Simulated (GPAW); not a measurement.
# Ballistic transport through a Nb chain with one O atom in line, from relaxation to T(E), part 2 of 2

How well does a Nb chain with one O atom in line conduct once its atoms have relaxed, and how much do cheaper levels lose?

GPAW 26.7.0; GPAW LCAO, PAW setups; relaxation of the junction within the symmetry of its start, lead ends held (the session's first sound run).

So far, transmission at the Fermi level (one spin): step 3 (GPAW, dzp) 0.810; step 4 (basis szp(dzp)) 0.940; step 5 (basis sz(dzp)) 0.976.

**6. LDA in the dzp basis: xc = "LDA"**

Level of this step: GPAW LCAO, PAW setups; Landauer transmission from Green's functions with principal layers (ASE), zero bias (GPAW).

Back in the dzp basis, the functional changes from PBE to LDA, to set the spread between functionals beside that between bases.

Input file run.py:

```python
import json
import numpy as np
from ase import Atoms
from ase.transport.calculators import TransportCalculator
from gpaw import GPAW, FermiDirac
from gpaw.lcao.tools import get_lcao_hamiltonian
from scipy.linalg import eigh

# The junction with lead layers at both ends, along the third cell vector
device = Atoms(
    ['Nb', 'Nb', 'Nb', 'Nb', 'Nb', 'Nb', 'Nb', 'Nb', 'O', 'Nb', 'Nb', 'Nb', 'Nb', 'Nb', 'Nb', 'Nb', 'Nb'],
    positions=[
        [4.50000, 4.50000, 1.17500],
        [4.50000, 4.50000, 3.52500],
        [4.50000, 4.50000, 5.87500],
        [4.50000, 4.50000, 8.22500],
        [4.50000, 4.50000, 10.57500],
        [4.50000, 4.50000, 12.92500],
        [4.50000, 4.50000, 15.27500],
        [4.50000, 4.50000, 17.36328],
        [4.50000, 4.50000, 19.24440],
        [4.50000, 4.50000, 21.12552],
        [4.50000, 4.50000, 23.21380],
        [4.50000, 4.50000, 25.56380],
        [4.50000, 4.50000, 27.91380],
        [4.50000, 4.50000, 30.26380],
        [4.50000, 4.50000, 32.61380],
        [4.50000, 4.50000, 34.96380],
        [4.50000, 4.50000, 37.31380]],
    cell=[[9.0, 0.0, 0.0], [0.0, 9.0, 0.0], [0.0, 0.0, 38.4888]],
    pbc=True)

# One principal layer of the lead: the first 5 atoms of the device
lead = Atoms(
    ['Nb', 'Nb', 'Nb', 'Nb', 'Nb'],
    positions=[
        [4.50000, 4.50000, 1.17500],
        [4.50000, 4.50000, 3.52500],
        [4.50000, 4.50000, 5.87500],
        [4.50000, 4.50000, 8.22500],
        [4.50000, 4.50000, 10.57500]],
    cell=[[9.0, 0.0, 0.0], [0.0, 9.0, 0.0], [0.0, 0.0, 11.75]],
    pbc=True)

settings = dict(mode='lcao', basis='dzp', xc='LDA', h=0.18,
                occupations=FermiDirac(0.1), maxiter=250,
                mixer=dict(beta=0.1, nmaxold=8, weight=100.0),
                convergence=dict(density=0.0001))
energies = np.arange(-2, 2 + 1e-9, 0.025)
eta = 0.0001
n1, n2 = 1, 1
# k and -k transmit alike, so half of the mesh across the current serves
mesh = [(i, j) for i in range(n1) for j in range(n2) if (i, j) <= (-i % n1, -j % n2)]
weights = np.array([1 if (i, j) == (-i % n1, -j % n2) else 2 for i, j in mesh]) / (n1 * n2)

# [... helper functions left out ...]
fermi_lead = ground_state(lead, (1, 1, 10), 'lead.txt')
fermi_device = ground_state(device, (1, 1, 2), 'device.txt')
# [... loop over the mesh left out, but for ...]
        # Shift the lead onto the potential of the device's first layer
        shift = ((H[:, 0, 0] - H0[:, 0, 0]) / S0[0, 0]).real.mean()
# [...]
kT = 8.617333e-5 * 300
bias = [0.1, 0.2, 0.5, 1.0, 1.5, 2.0]
# [... integrals and printing left out ...]
```

On the command line:

```
OMP_NUM_THREADS=1 OPENBLAS_NUM_THREADS=1 python run.py
```

The program printed:

```text
basis functions: device 477, principal layer 145
Fermi level: lead -2.6332 eV, device -2.6368 eV; lead shifted by 0.0019 eV
largest coupling past the next layer 1.94e-07 eV, largest misfit of the first layer 0.077 eV
  E-E_F (eV)   T (one spin)  [channel counts left out]
    -2.000    1.6826e+00
    -1.975    1.6647e+00
    -1.950    1.6492e+00
[...]
1.975    5.3990e-01
     2.000    5.5464e-01
conductance at 300 K: 0.84623 G0 a cell; thermopower 5.667 uV/K
current from the zero-bias T(E) at 0.1 V: 6.5503 uA
current from the zero-bias T(E) at 0.2 V: 13.066 uA
current from the zero-bias T(E) at 0.5 V: 32.268 uA
current from the zero-bias T(E) at 1.0 V: 61.401 uA
current from the zero-bias T(E) at 1.5 V: 87.576 uA
current from the zero-bias T(E) at 2.0 V: 114.94 uA
```

The job ended after 7.3 min (1 thread of Arm Neoverse V1, shared host; peak memory 2.3 GiB).

This step gave:

```
conductance                                    : 0.8462 G₀
thermopower                                    : 5.667 μV/K
largest coupling past the next principal layer : 1.94e-7 eV
largest misfit of the first principal layer    : 0.07685 eV
shift that aligns the lead                     : 0.001902 eV
basis functions of the junction                : 477
basis functions of a principal layer           : 145
transmission at the Fermi level (one spin)     : 0.8487
```

One spin. Transmission, zone mean against energy, zero at the Fermi level:

energy (eV), transmission, zone mean and a bar from the least value:
```
   -2.000       1.68 #########################
   -1.800       1.61 #######################
   -1.600       1.78 ###########################
   -1.525       1.94 ##############################
   -1.400       1.68 #########################
   -1.200       1.22 ###############
   -1.000       1.00 ###########
   -0.800       0.86 ########
   -0.600       0.82 #######
   -0.400       0.83 ########
   -0.350       1.00 ###########
   -0.200       0.94 ##########
    0.000       0.85 ########
    0.200       0.70 #####
    0.400       0.59 ###
    0.600       0.53 #
    0.800       0.50 #
    1.000       0.51 #
    1.200       0.53 #
    1.400       0.55 ##
    1.600       0.63 ####
    1.700       0.94 ##########
    1.800       0.46 
    2.000       0.55 ##
```

The conductance, 0.846 G₀, lies 4.8 % above that of the dzp run.

**7. The structure as built: geometry = "as built"**

The dzp basis with PBE on the structure as first built shows what the relaxation was worth.

run.py, as its differences from that of step 6:

```diff
@@ -19,5 +19,5 @@
         [4.50000, 4.50000, 15.27500],
-        [4.50000, 4.50000, 17.36328],
+        [4.50000, 4.50000, 17.62500],
         [4.50000, 4.50000, 19.24440],
-        [4.50000, 4.50000, 21.12552],
+        [4.50000, 4.50000, 20.86380],
         [4.50000, 4.50000, 23.21380],
@@ -44,3 +44,3 @@
 
-settings = dict(mode='lcao', basis='dzp', xc='LDA', h=0.18,
+settings = dict(mode='lcao', basis='dzp', xc='PBE', h=0.18,
                 occupations=FermiDirac(0.1), maxiter=250,
```

The program printed:

```text
basis functions: device 477, principal layer 145
Fermi level: lead -2.3978 eV, device -2.3937 eV; lead shifted by 0.0109 eV
largest coupling past the next layer 3.09e-07 eV, largest misfit of the first layer 0.052 eV
  E-E_F (eV)   T (one spin)  [channel counts left out]
    -2.000    9.0673e-01
    -1.975    9.3201e-01
    -1.950    9.5731e-01
[...]
1.975    1.0308e+00
     2.000    1.0308e+00
conductance at 300 K: 3.5668 G0 a cell; thermopower 1.912 uV/K
current from the zero-bias T(E) at 0.1 V: 27.565 uA
current from the zero-bias T(E) at 0.2 V: 54.738 uA
current from the zero-bias T(E) at 0.5 V: 132.03 uA
current from the zero-bias T(E) at 1.0 V: 240.17 uA
current from the zero-bias T(E) at 1.5 V: 336.77 uA
current from the zero-bias T(E) at 2.0 V: 429.61 uA
```

The job ended after 7.4 min (1 thread; peak memory 2.3 GiB).

Numbers from this step:

* conductance: 3.567 G₀
* largest coupling past the next principal layer: 3.09e-7 eV
* largest misfit of the first principal layer: 0.05238 eV
* shift that aligns the lead: 0.01095 eV
* transmission at the Fermi level (one spin): 3.594

The conductance, 3.57 G₀, lies 342 % above that of the dzp run.

**8. All levels side by side**

Times are for 1 thread of Arm Neoverse V1, shared host. The series side by side:

```
no.      run  conductance (G₀)     time  memory (GiB)
  1      dzp            0.8075  7.5 min           2.3
  2      szp            0.9379  4.5 min           2.2
  3       sz            0.9738  3.3 min           2.1
  4  dzp LDA            0.8462  7.3 min           2.3
  5  asbuilt             3.567  7.4 min           2.3
```

**9. Comparison**

The curves are compared point by point over the common energies.

This step: comparison of transmission and cost over codes, levels and geometry (GPAW 26.7.0).

Ladder, by row:

```csv
step,code,T at the Fermi level (sum over the listed spins),conductance (G0),r.m.s. T(E) from the first,wall time (s),peak memory (GiB),threads
dzp,GPAW,0.8095,0.8075,0,447.6,2.33,1
szp,GPAW,0.9397,0.9379,0.2285,270.2,2.21,1
sz,GPAW,0.9756,0.9738,0.2387,197.1,2.1,1
dzp-LDA,GPAW,0.8487,0.8462,0.05816,435.4,2.33,1
asbuilt,GPAW,3.594,3.567,1.663,441.4,2.33,1
```

Transmission, zone mean, sum over the listed spins against energy, zero at the Fermi level:

| energy (eV) | dzp | szp | sz | dzp-LDA | asbuilt |
| --- | --- | --- | --- | --- | --- |
| -2.000 | 1.64 | 1.95 | 1.97 | 1.68 | 0.907 |
| -1.900 | 1.59 | 1.87 | 1.90 | 1.63 | 1.01 |
| -1.800 | 1.56 | 1.81 | 1.84 | 1.61 | 1.11 |
| -1.700 | 1.56 | 1.77 | 1.78 | 1.64 | 1.21 |
| -1.600 | 1.63 | 1.73 | 1.74 | 1.78 | 1.31 |
| -1.525 | 1.79 | 1.72 | 1.71 | 1.94 | 1.36 |
| -1.500 | 1.85 | 1.72 | 1.70 | 1.92 | 1.38 |
| -1.475 | 1.86 | 1.72 | 1.70 | 1.88 | 1.40 |
| -1.400 | 1.75 | 1.77 | 1.72 | 1.68 | 1.57 |
| -1.300 | 1.34 | 2.03 | 1.90 | 1.37 | 2.30 |
| -1.200 | 1.20 | 1.73 | 1.74 | 1.22 | 2.30 |
| -1.100 | 1.10 | 1.53 | 1.54 | 1.11 | 2.32 |
| -1.000 | 0.989 | 1.36 | 1.39 | 1.000 | 2.33 |
| -0.900 | 0.903 | 1.24 | 1.27 | 0.915 | 2.33 |
| -0.800 | 0.852 | 1.15 | 1.19 | 0.859 | 2.32 |
| -0.700 | 0.826 | 1.08 | 1.13 | 0.829 | 2.32 |
| -0.600 | 0.816 | 1.03 | 1.08 | 0.820 | 2.34 |
| -0.500 | 0.815 | 1.00 | 1.04 | 0.824 | 2.37 |
| -0.400 | 0.818 | 0.981 | 1.02 | 0.833 | 2.42 |
| -0.350 | 0.970 | 1.22 | 1.24 | 1.00 | 2.88 |
| -0.300 | 0.959 | 1.13 | 1.16 | 0.980 | 2.92 |
| -0.200 | 0.908 | 1.06 | 1.09 | 0.941 | 3.40 |
| -0.100 | 0.865 | 1.00 | 1.04 | 0.903 | 3.56 |
| 0.000 | 0.810 | 0.940 | 0.976 | 0.849 | 3.59 |
| 0.100 | 0.737 | 0.859 | 0.901 | 0.774 | 3.39 |
| 0.200 | 0.670 | 0.783 | 0.826 | 0.702 | 3.18 |
| 0.300 | 0.614 | 0.717 | 0.758 | 0.641 | 3.01 |
| 0.400 | 0.570 | 0.661 | 0.700 | 0.592 | 2.87 |
| 0.500 | 0.535 | 0.617 | 0.651 | 0.554 | 2.76 |
| 0.600 | 0.510 | 0.583 | 0.614 | 0.527 | 2.67 |
| 0.700 | 0.494 | 0.560 | 0.587 | 0.509 | 2.58 |
| 0.800 | 0.487 | 0.546 | 0.571 | 0.501 | 2.51 |
| 0.900 | 0.487 | 0.540 | 0.563 | 0.502 | 2.45 |
| 1.000 | 0.492 | 0.540 | 0.561 | 0.509 | 2.40 |
| 1.100 | 0.500 | 0.544 | 0.564 | 0.519 | 2.35 |
| 1.200 | 0.508 | 0.550 | 0.570 | 0.529 | 2.28 |
| 1.300 | 0.518 | 0.556 | 0.578 | 0.539 | 2.19 |
| 1.400 | 0.532 | 0.564 | 0.585 | 0.552 | 2.07 |
| 1.500 | 0.560 | 0.575 | 0.594 | 0.576 | 1.89 |
| 1.600 | 0.625 | 0.595 | 0.607 | 0.632 | 1.63 |
| 1.675 | 0.885 | 0.621 | 0.620 | 0.786 | 1.21 |
| 1.700 | 0.408 | 0.633 | 0.626 | 0.936 | 1.08 |
| 1.800 | 0.444 | 0.710 | 0.657 | 0.456 | 1.05 |
| 1.900 | 0.485 | 1.10 | 0.725 | 0.499 | 1.03 |
| 2.000 | 0.539 | 0.381 | 0.891 | 0.555 | 1.03 |

**10. A varied run**

One more run, with changed settings.

This step: GPAW LCAO, PAW setups; Landauer transmission from Green's functions with principal layers (ASE), zero bias (GPAW 26.7.0).

run.py, as its differences from that of step 7:

```diff
@@ -19,5 +19,5 @@
         [4.50000, 4.50000, 15.27500],
-        [4.50000, 4.50000, 17.62500],
+        [4.50000, 4.50000, 17.36328],
         [4.50000, 4.50000, 19.24440],
-        [4.50000, 4.50000, 20.86380],
+        [4.50000, 4.50000, 21.12552],
         [4.50000, 4.50000, 23.21380],
@@ -45,3 +45,3 @@
 settings = dict(mode='lcao', basis='dzp', xc='PBE', h=0.18,
-                occupations=FermiDirac(0.1), maxiter=250,
+                occupations=FermiDirac(0.1), maxiter=100,
                 mixer=dict(beta=0.1, nmaxold=8, weight=100.0),
@@ -56,3 +56,3 @@
 # [... helper functions left out ...]
-fermi_lead = ground_state(lead, (1, 1, 10), 'lead.txt')
+fermi_lead = ground_state(lead, (1, 1, 1), 'lead.txt')
 fermi_device = ground_state(device, (1, 1, 2), 'device.txt')
```

The program printed:

```text
basis functions: device 477, principal layer 145
Fermi level: lead -2.3992 eV, device -2.3994 eV; lead shifted by 0.2582 eV
largest coupling past the next layer 3.27e-07 eV, largest misfit of the first layer 0.196 eV
  E-E_F (eV)   T (one spin)  [channel counts left out]
    -2.000    1.6179e+00
    -1.975    1.6032e+00
    -1.950    1.5913e+00
    -1.925    1.5818e+00
    -1.900    1.5746e+00
    -1.875    1.5693e+00
    -1.850    1.5659e+00
    -1.825    1.5643e+00
    -1.800    1.5644e+00
    -1.775    1.5664e+00
    -1.750    1.5706e+00
    -1.725    1.5775e+00
    -1.700    1.5878e+00
    -1.675    1.6026e+00
    -1.650    1.6236e+00
    -1.625    1.6527e+00
[...]
1.825    4.8790e-01
     1.850    4.9911e-01
     1.875    5.1029e-01
     1.900    5.2134e-01
     1.925    5.3227e-01
     1.950    5.4321e-01
     1.975    5.5404e-01
     2.000    5.6481e-01
conductance at 300 K: 0.78636 G0 a cell; thermopower 8.287 uV/K
current from the zero-bias T(E) at 0.1 V: 6.0861 uA
current from the zero-bias T(E) at 0.2 V: 12.13 uA
current from the zero-bias T(E) at 0.5 V: 30.329 uA
current from the zero-bias T(E) at 1.0 V: 58.814 uA
current from the zero-bias T(E) at 1.5 V: 84.759 uA
current from the zero-bias T(E) at 2.0 V: 112.18 uA
```

Run time: 7.1 min. Hardware: 1 thread; peak memory 2.3 GiB.

The run finished. A setting was moved off its sound value on purpose, so it serves as a test and not as the result.

The fault put into the input: one k-point along the lead (lead_nz = 1).

Side by side:

| quantity | this run | sound run | difference |
| --- | --- | --- | --- |
| conductance (G₀) | 0.78636 | 0.80754 | -0.0212 |
| largest coupling past the next principal layer (eV) | 3.274e-7 | 3.090e-7 | 1.8e-8 |
| largest misfit of the first principal layer (eV) | 0.19593 | 0.085642 | 0.110 |
| shift that aligns the lead (eV) | 0.25818 | -0.0016308 | 0.260 |
| transmission at the Fermi level (one spin) | 0.78771 | 0.80954 | -0.0218 |

One result that differs is the largest misfit of the first principal layer, 0.196 eV against 0.0856 eV.

**11. Results**

- conductance: 0.808 G₀
- transmission at the Fermi level, mean of the spins: 0.810
- thermopower: 5.84 μV/K

In the dzp basis the junction conducts 0.808 G₀ at 300 K, with T = 0.810 a spin at the Fermi level; no smaller basis tried comes within 10 % of that conductance. Relaxation moved atoms by up to 0.26 Å and took the conductance from 3.57 to 0.808 G₀, as a ratio a larger change than the step from dzp to the minimal basis. At the Fermi level the three most open eigenchannels pass 0.27, 0.22 and 0.22. The positive thermopower says that the thermally weighted transmission is larger below the Fermi level, as for hole-like transport. Measured against the first run (dzp), the nearest curve is that of dzp-LDA (r.m.s. 0.058) and the farthest that of asbuilt (1.7). Over the compared runs wall time goes from 197 s (sz) to 448 s (dzp), on a shared host. The leads kept an estimated spacing and the cell its length, so the junction may be under some tension or compression. The geometry comes from the orbital basis, which tends to overbind, and kept the symmetry of the start, so a structure of lower symmetry may lie lower. The run had no spin polarisation, so a magnetic state, which chains and small molecules with open shells often have, wasn't tested. An evenly spaced straight chain is an idealisation: free chains tend to dimerise, zigzag or, where a band edge lies near the Fermi level, turn magnetic. The currents use the zero-bias T(E) throughout, which holds only while the bias is small against the distance to the nearest feature.

[Logs are printed without paths, hosts, clocks, repeated set-up lines and the standing remarks that a program may print on its own settings, such as how far it seeks lower states.]

[Hosts, paths, dates, database ids (printed as entryN), source tags and the programs' standing remarks are cut or masked in the printed files.]
